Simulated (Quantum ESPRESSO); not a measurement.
# TiC (Fm-3m) in Quantum ESPRESSO: a series of runs

The runs below take TiC through band structure, single point, equation of state, with PBE.

Everything below comes from runs of Quantum ESPRESSO 7.5. Logs are shortened: lines on timing, memory, paths and dates and some standing lists are left out, and cuts for length are marked.

## Step 1: The structure

The structure is cubic, space group Fm-3m (No. 225). Conventional cell: a = 4.331 Å, b = 4.331 Å, c = 4.331 Å, α = 90.00°, β = 90.00°, γ = 90.00°. Ti (site symmetry m-3m) has 6 C at 2.17 Å as nearest neighbours. C (site symmetry m-3m) has 6 Ti at 2.17 Å as nearest neighbours.

The cell is a database's computed one.

## Step 2: Band structure, PBE

Input file pw.in:

```
&CONTROL
  calculation = 'scf'
  prefix = 'pwscf'
  outdir = './tmp'
  pseudo_dir = './pseudo'
  tprnfor = .true.
  tstress = .true.
  disk_io = 'low'
/
&SYSTEM
  ibrav = 0
  nat = 2
  ntyp = 2
  ecutwfc = 84
  nbnd = 14
  occupations = 'smearing'
  smearing = 'fd'
  degauss = 0.00367493
/
&ELECTRONS
  conv_thr = 4d-10
  electron_maxstep = 120
  mixing_beta = 0.5
/
ATOMIC_SPECIES
Ti    47.8670 Ti.upf
C     12.0110 C.upf
CELL_PARAMETERS angstrom
   0.0000000000    2.1657188437    2.1657188437
   2.1657188437    0.0000000000    2.1657188437
   2.1657188437    2.1657188437    0.0000000000
ATOMIC_POSITIONS crystal
Ti     0.0000000000    0.0000000000    0.0000000000
C      0.5000000000    0.5000000000    0.5000000000
K_POINTS automatic
11 11 11 0 0 0
```

Input file bands.in:

```
&CONTROL
  calculation = 'bands'
  prefix = 'pwscf'
  outdir = './tmp'
  pseudo_dir = './pseudo'
  disk_io = 'low'
  verbosity = 'high'
/
&SYSTEM
  ibrav = 0
  nat = 2
  ntyp = 2
  ecutwfc = 84
  nbnd = 14
  occupations = 'smearing'
  smearing = 'fd'
  degauss = 0.00367493
/
&ELECTRONS
  conv_thr = 1d-08
  electron_maxstep = 120
  mixing_beta = 0.5
  diago_full_acc = .true.
/
ATOMIC_SPECIES
Ti    47.8670 Ti.upf
C     12.0110 C.upf
CELL_PARAMETERS angstrom
   0.0000000000    2.1657188437    2.1657188437
   2.1657188437    0.0000000000    2.1657188437
   2.1657188437    2.1657188437    0.0000000000
ATOMIC_POSITIONS crystal
Ti     0.0000000000    0.0000000000    0.0000000000
C      0.5000000000    0.5000000000    0.5000000000
K_POINTS crystal
60
 0.0000000000  0.0000000000  0.0000000000 1
 0.0625000000  0.0000000000  0.0625000000 1
 0.1250000000  0.0000000000  0.1250000000 1
 0.1875000000  0.0000000000  0.1875000000 1
 0.2500000000  0.0000000000  0.2500000000 1
 0.3125000000  0.0000000000  0.3125000000 1
 0.3750000000  0.0000000000  0.3750000000 1
 0.4375000000  0.0000000000  0.4375000000 1
 0.5000000000  0.0000000000  0.5000000000 1
 0.5000000000  0.0625000000  0.5625000000 1
 0.5000000000  0.1250000000  0.6250000000 1
 0.5000000000  0.1875000000  0.6875000000 1
 0.5000000000  0.2500000000  0.7500000000 1
 0.4375000000  0.3125000000  0.7500000000 1
 0.3750000000  0.3750000000  0.7500000000 1
 0.3375000000  0.3375000000  0.6750000000 1
 0.3000000000  0.3000000000  0.6000000000 1
 0.2625000000  0.2625000000  0.5250000000 1
 0.2250000000  0.2250000000  0.4500000000 1
 0.1875000000  0.1875000000  0.3750000000 1
 0.1500000000  0.1500000000  0.3000000000 1
 0.1125000000  0.1125000000  0.2250000000 1
 0.0750000000  0.0750000000  0.1500000000 1
 0.0375000000  0.0375000000  0.0750000000 1
 0.0000000000  0.0000000000  0.0000000000 1
 0.0625000000  0.0625000000  0.0625000000 1
 0.1250000000  0.1250000000  0.1250000000 1
 0.1875000000  0.1875000000  0.1875000000 1
 0.2500000000  0.2500000000  0.2500000000 1
 0.3125000000  0.3125000000  0.3125000000 1
 0.3750000000  0.3750000000  0.3750000000 1
 0.4375000000  0.4375000000  0.4375000000 1
 0.5000000000  0.5000000000  0.5000000000 1
 0.5250000000  0.4500000000  0.5250000000 1
 0.5500000000  0.4000000000  0.5500000000 1
 0.5750000000  0.3500000000  0.5750000000 1
 0.6000000000  0.3000000000  0.6000000000 1
 0.6250000000  0.2500000000  0.6250000000 1
 0.5833333333  0.2500000000  0.6666666667 1
 0.5416666667  0.2500000000  0.7083333333 1
 0.5000000000  0.2500000000  0.7500000000 1
 0.5000000000  0.2857142857  0.7142857143 1
 0.5000000000  0.3214285714  0.6785714286 1
 0.5000000000  0.3571428571  0.6428571429 1
 0.5000000000  0.3928571429  0.6071428571 1
 0.5000000000  0.4285714286  0.5714285714 1
 0.5000000000  0.4642857143  0.5357142857 1
 0.5000000000  0.5000000000  0.5000000000 1
 0.4821428571  0.4821428571  0.5357142857 1
 0.4642857143  0.4642857143  0.5714285714 1
 0.4464285714  0.4464285714  0.6071428571 1
 0.4285714286  0.4285714286  0.6428571429 1
 0.4107142857  0.4107142857  0.6785714286 1
 0.3928571429  0.3928571429  0.7142857143 1
 0.3750000000  0.3750000000  0.7500000000 1
 0.6250000000  0.2500000000  0.6250000000 1
 0.5937500000  0.1875000000  0.5937500000 1
 0.5625000000  0.1250000000  0.5625000000 1
 0.5312500000  0.0625000000  0.5312500000 1
 0.5000000000  0.0000000000  0.5000000000 1
```

Potentials or basis: PseudoDojo 0.4.1 SR PBE standard.

The run is started by

```sh
OMP_NUM_THREADS=1 pw.x -in pw.in > pw.out
OMP_NUM_THREADS=1 pw.x -in bands.in > bands.out
```

pw.out:

```text
This program is part of the open-source Quantum ESPRESSO suite
     for quantum simulation of materials; please cite
         "P. Giannozzi et al., J. Phys.:Condens. Matter 21 395502 (2009);
         "P. Giannozzi et al., J. Phys.:Condens. Matter 29 465901 (2017);
         "P. Giannozzi et al., J. Chem. Phys. 152 154105 (2020);
     in publications or presentations arising from this work. More details at

     Message from routine setup:
     using ibrav=0 with symmetry is DISCOURAGED, use correct ibrav instead

     G-vector sticks info
     --------------------
     sticks:   dense  smooth     PW     G-vecs:    dense   smooth      PW
     Sum         769     769    241                14211    14211    2421

     Using Slab Decomposition

     bravais-lattice index     =            0
     lattice parameter (alat)  =       5.7878  a.u.
     unit-cell volume          =     137.0985 (a.u.)^3
     number of atoms/cell      =            2
     number of atomic types    =            2
     number of electrons       =        16.00
     number of Kohn-Sham states=           14
     kinetic-energy cutoff     =      84.0000  Ry
     charge density cutoff     =     336.0000  Ry
     scf convergence threshold =      4.0E-10
     mixing beta               =       0.5000
     number of iterations used =            8  plain     mixing
     Exchange-correlation= PBE
                           (   1   4   3   4   0   0   0)

     celldm(1)=   5.787832  celldm(2)=   0.000000  celldm(3)=   0.000000
     celldm(4)=   0.000000  celldm(5)=   0.000000  celldm(6)=   0.000000

     crystal axes: (cart. coord. in units of alat)
               a(1) = (   0.000000   0.707107   0.707107 )
               a(2) = (   0.707107   0.000000   0.707107 )
               a(3) = (   0.707107   0.707107   0.000000 )

     reciprocal axes: (cart. coord. in units 2 pi/alat)
               b(1) = ( -0.707107  0.707107  0.707107 )
               b(2) = (  0.707107 -0.707107  0.707107 )
               b(3) = (  0.707107  0.707107 -0.707107 )

     PseudoPot. # 1 for Ti read from file:
     Ti.upf
     Pseudo is Norm-conserving + core correction, Zval = 12.0
     Generated using ONCVPSP code by D. R. Hamann
     Using radial grid of 1586 points,  6 beta functions with:
                l(1) =   0
                l(2) =   0
                l(3) =   1
                l(4) =   1
                l(5) =   2
                l(6) =   2

     PseudoPot. # 2 for C  read from file:
     C.upf
     Pseudo is Norm-conserving + core correction, Zval =  4.0
     Generated using ONCVPSP code by D. R. Hamann
     Using radial grid of 1248 points,  4 beta functions with:
                l(1) =   0
                l(2) =   0
                l(3) =   1
                l(4) =   1

     atomic species   valence    mass     pseudopotential
     Ti               12.00    47.86700     Ti( 1.00)
     C                 4.00    12.01100     C ( 1.00)

     48 Sym. Ops., with inversion, found

   Cartesian axes

     site n.     atom                  positions (alat units)
         1        Ti     tau(   1) = (   0.0000000   0.0000000   0.0000000  )
         2        C      tau(   2) = (   0.7071068   0.7071068   0.7071068  )

     number of k points=    56  Fermi-Dirac smearing, width (Ry)=  0.0037
                       cart. coord. in units 2pi/alat
        k(    1) = (   0.0000000   0.0000000   0.0000000), wk =   0.0015026
        k(    2) = (   0.0642824   0.0642824  -0.0642824), wk =   0.0120210
        k(    3) = (   0.1285649   0.1285649  -0.1285649), wk =   0.0120210
        k(    4) = (   0.1928473   0.1928473  -0.1928473), wk =   0.0120210
        k(    5) = (   0.2571297   0.2571297  -0.2571297), wk =   0.0120210
        k(    6) = (   0.3214122   0.3214122  -0.3214122), wk =   0.0120210
[... 48 lines left out ...]
        k(   55) = (  -0.0642824  -0.4499770   0.7071068), wk =   0.0360631
        k(   56) = (   0.0000000  -0.3856946   0.6428243), wk =   0.0360631

     Dense  grid:    14211 G-vectors     FFT dimensions: (  36,  36,  36)

     Initial potential from superposition of free atoms

     starting charge      15.9984, renormalised to      16.0000
     Starting wfcs are   14 randomized atomic wfcs

     Self-consistent Calculation

     iteration #  1     ecut=    84.00 Ry     beta= 0.50
     Davidson diagonalization with overlap
     ethr =  1.00E-02,  avg # of iterations =  3.9

     total energy              =    -130.53130495 Ry
     estimated scf accuracy    <       0.80630495 Ry

     iteration #  2     ecut=    84.00 Ry     beta= 0.50
     Davidson diagonalization with overlap
     ethr =  5.04E-03,  avg # of iterations =  2.1
[... 57 lines left out ...]
     total energy              =    -130.88178785 Ry
     estimated scf accuracy    <       0.00000002 Ry

     iteration # 11     ecut=    84.00 Ry     beta= 0.50
     Davidson diagonalization with overlap
     ethr =  9.27E-11,  avg # of iterations =  2.0

     End of self-consistent calculation

          k = 0.0000 0.0000 0.0000 (  1807 PWs)   bands (ev):

   -41.8313 -17.8728 -17.8728 -17.8728   2.3274  15.4357  15.4357  15.4357
    16.4054  16.4054  16.4054  16.4738  16.4738  25.2119

          k = 0.0643 0.0643-0.0643 (  1804 PWs)   bands (ev):

   -41.8256 -17.9138 -17.8766 -17.8766   2.5138  14.6131  14.8927  14.8927
    15.7636  15.7636  16.8081  17.9293  17.9293  25.5329

          k = 0.1286 0.1286-0.1286 (  1793 PWs)   bands (ev):
[... 96 lines left out ...]
   -41.7527 -18.2930 -18.0301 -17.9322   5.4136   9.7725  11.8765  12.0752
    17.2991  17.6473  18.5628  20.8072  22.5823  25.1168

          k =-0.0643-0.3214 0.3214 (  1789 PWs)   bands (ev):

   -41.7653 -18.2269 -18.0193 -17.9106   4.7920  10.5031  12.1986  12.2465
    16.7606  17.7136  18.5164  19.8810  22.6674  25.8083

          k = 0.0000-0.2571 0.2571 (  1785 PWs)   bands (ev):

   -41.7827 -18.1456 -17.9803 -17.8924   4.0499  11.4823  12.5661  12.7960
    16.2917  17.4059  18.3100  19.1167  22.0073  26.5138

          k = 0.3857 0.0000-0.0000 (  1772 PWs)   bands (ev):

   -41.7757 -18.1328 -17.9692 -17.9692   3.9851  11.0983  13.9833  14.3193
    14.3193  17.0236  18.5928  18.5928  20.9853  28.0226

          k = 0.4500 0.0643-0.0643 (  1775 PWs)   bands (ev):
[... 36 lines left out ...]
   -41.7360 -18.2676 -18.0975 -18.0150   4.9158  11.1838  12.0065  13.4998
    15.6065  18.0557  18.4529  19.2392  20.5774  27.4396

          k =-0.0000-0.5143 0.5143 (  1776 PWs)   bands (ev):

   -41.7366 -18.2207 -18.1654 -17.9923   5.2013  11.0426  11.4024  12.8563
    16.4135  17.8176  18.6122  20.2231  20.5121  27.3422

          k = 0.6428-0.0000 0.0000 (  1756 PWs)   bands (ev):

   -41.7358 -18.3015 -18.0381 -18.0381   4.6018  11.2129  13.1560  14.6534
    14.6534  17.4504  18.3174  18.3174  20.6700  26.5751

          k =-0.0000-0.6428 0.6428 (  1764 PWs)   bands (ev):

   -41.7338 -18.2988 -18.0595 -18.0354   4.6906  11.2994  12.7435  14.2741
    14.9739  18.0339  18.2172  18.3173  20.5331  26.7975

          k = 0.2571 0.1286 0.0000 (  1786 PWs)   bands (ev):

   -41.7974 -18.0625 -17.9379 -17.8985   3.4475  12.1391  13.5511  13.5916
    15.6077  16.9002  18.0742  18.5821  20.7673  26.7953

          k = 0.3214 0.1928-0.0643 (  1789 PWs)   bands (ev):

   -41.7792 -18.1655 -17.9701 -17.9107   4.1455  11.1936  12.6502  12.9784
    16.0672  17.3563  18.3115  19.4919  21.8116  26.5608

          k = 0.3857 0.2571-0.1286 (  1786 PWs)   bands (ev):
[... 26 lines left out ...]
   -41.7440 -18.2778 -18.0768 -17.9684   5.4515  10.0656  11.6947  12.2921
    17.3060  17.5142  18.5308  20.8058  21.4978  26.0998

          k =-0.0643-0.3214 0.4500 (  1782 PWs)   bands (ev):

   -41.7503 -18.2507 -18.0752 -17.9485   5.2471  10.1950  11.8737  12.2503
    16.9862  17.8159  18.6138  19.9929  22.1881  26.2889

          k = 0.0000-0.2571 0.3857 (  1779 PWs)   bands (ev):

   -41.7634 -18.2100 -18.0356 -17.9259   4.7329  10.6198  12.3077  12.4161
    16.4731  17.8400  18.6449  19.3950  22.3244  26.7176

          k = 0.5143 0.1286 0.0000 (  1779 PWs)   bands (ev):

   -41.7493 -18.2416 -18.0326 -18.0033   4.6600  10.8063  12.7625  13.5689
    15.3495  17.8127  18.5757  18.8031  21.2603  27.7745

          k =-0.1286-0.5143 0.6428 (  1777 PWs)   bands (ev):

   -41.7403 -18.2563 -18.0786 -18.0131   4.9609  10.9136  12.1132  13.0471
    16.0045  18.0427  18.4649  19.2831  20.9569  27.7913

          k =-0.0643-0.4500 0.5785 (  1775 PWs)   bands (ev):

   -41.7372 -18.2327 -18.1387 -18.0027   5.2227  10.9137  11.5634  12.6451
    16.6748  17.8046  18.5026  20.2925  20.4547  27.4716

          k = 0.0000-0.3857 0.5143 (  1777 PWs)   bands (ev):

   -41.7409 -18.2131 -18.1565 -17.9773   5.3501  10.5001  11.6012  12.3572
    17.3760  17.4076  18.6645  19.8977  21.4328  27.0748

          k =-0.0643-0.5785 0.7071 (  1769 PWs)   bands (ev):

   -41.7356 -18.2832 -18.0595 -18.0389   4.7622  11.2137  12.5958  13.6651
    15.4558  18.1335  18.3196  18.4577  20.6324  27.1881

          k =-0.0000-0.5143 0.6428 (  1773 PWs)   bands (ev):
[... 11 lines left out ...]
   -41.7388 -18.2306 -18.1269 -18.0051   5.2788  10.7279  11.6976  12.3505
    17.1423  17.6506  18.4637  20.0085  20.8818  27.5053

          k =-0.0643-0.4500 0.7071 (  1783 PWs)   bands (ev):

   -41.7351 -18.2341 -18.1165 -18.0389   5.0971  11.2360  11.9245  12.4446
    16.7103  17.9988  18.3287  19.3883  20.4659  28.6283

          k = 0.0000-0.3857 0.6428 (  1777 PWs)   bands (ev):

   -41.7346 -18.1908 -18.1689 -18.0354   5.2174  11.3747  11.5175  12.2493
    17.2500  17.6672  18.3532  19.9762  20.0965  28.3471

     the Fermi energy is    14.7968 ev

!    total energy              =    -130.88178786 Ry
     estimated scf accuracy    <          3.3E-10 Ry
     smearing contrib. (-TS)   =      -0.00017205 Ry
     internal energy E=F+TS    =    -130.88161581 Ry

     The total energy is F=E-TS. E is the sum of the following terms:
     one-electron contribution =     -29.53398416 Ry
     hartree contribution      =      22.81875123 Ry
     xc contribution           =     -21.76337270 Ry
     ewald contribution        =    -102.40301018 Ry

     convergence has been achieved in  11 iterations

     Forces acting on atoms (cartesian axes, Ry/au):

     atom    1 type  1   force =    -0.00000000   -0.00000000    0.00000000
     atom    2 type  2   force =     0.00000000    0.00000000   -0.00000000

     Total force =     0.000000     Total SCF correction =     0.000000

     Computing stress (Cartesian axis) and pressure

          total   stress  (Ry/bohr**3)                   (kbar)     P=        3.32
   0.00002259  -0.00000000  -0.00000000            3.32       -0.00       -0.00
  -0.00000000   0.00002259  -0.00000000           -0.00        3.32       -0.00
  -0.00000000  -0.00000000   0.00002259           -0.00       -0.00        3.32

=------------------------------------------------------------------------------=
   JOB DONE.
=------------------------------------------------------------------------------=
```

Wall time 26 s (1 thread of Intel Xeon at 2.60GHz (Ice Lake), shared host); peak memory 0.09 GiB.

What came out:

```
Free energy            : -1780.7374 eV
Pressure               : 0.3 GPa
Band gap on the k mesh : none (metal or under the smearing width)
```

Levels at the corners of the path, in eV from the Fermi level:
```tsv
point	band 4	band 5	band 6	band 7	band 8	band 9	band 10	band 11	band 12	band 13
Γ	-32.67	-12.47	0.64	0.64	0.64	1.61	1.61	1.61	1.68	1.68
X	-32.84	-10.19	-3.50	-1.68	-0.11	-0.11	2.68	3.47	3.47	5.77
W	-32.85	-9.59	-3.21	-3.21	-2.77	2.74	2.74	3.48	5.08	5.17
K	-32.80	-9.67	-3.54	-3.42	-1.79	1.40	3.09	3.77	5.39	5.48
Γ	-32.67	-12.47	0.64	0.64	0.64	1.61	1.61	1.61	1.68	1.68
L	-32.72	-8.99	-5.91	-2.96	-2.96	2.87	2.87	4.05	8.11	8.11
U	-32.80	-9.67	-3.54	-3.42	-1.79	1.40	3.09	3.77	5.39	5.48
W	-32.85	-9.59	-3.21	-3.21	-2.77	2.74	2.74	3.48	5.08	5.17
L	-32.72	-8.99	-5.91	-2.96	-2.96	2.87	2.87	4.05	8.11	8.11
K	-32.80	-9.67	-3.54	-3.42	-1.79	1.40	3.09	3.77	5.39	5.48
U	-32.80	-9.67	-3.54	-3.42	-1.79	1.40	3.09	3.77	5.39	5.48
X	-32.84	-10.19	-3.50	-1.68	-0.11	-0.11	2.68	3.47	3.47	5.77
```

(Continued in part 2 of 2.)
